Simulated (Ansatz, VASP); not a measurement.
**Ti: VASP beside Ansatz**

```
Ti
1.0
     2.90123    0.00000    0.00000
    -1.45061    2.51253    0.00000
     0.00000    0.00000    4.59412
Ti
2
Direct
  0.33333 0.66667 0.25000
  0.66667 0.33333 0.75000
```

Alike in both runs: functional PBEsol; k mesh 14 × 14 × 8; occupations fermi-dirac, width 0.1 eV; no spin polarisation.

Ansatz relaxed the structure, and its values are those at the end. VASP's run is a single point on that final structure, the one shown.

|  | VASP | Ansatz |
| --- | --- | --- |
| version | VASP 6.6.1 | Ansatz 0.2.0 |
| potentials or method | VASP PAW PBE potentials, release 64 (Ti_sv) | PAW with Ansatz's default frozen-core files, scalar-relativistic |
| plane-wave cutoff (eV) | 520 | 420 |
| valence electrons in the cell | 24 | 24 |

Ansatz gave:

| Quantity | Value |
| --- | --- |
| pressure (GPa) | 0.0 |

**Question.** Which values does VASP return?

**Answer.** Pressure (GPa): -0.2.

With one functional, cell and mesh, what is left measures potentials, basis and numerics.

Caveats: the PAW data sets were made with another functional, which shifts forces and pressure a little (VASP).
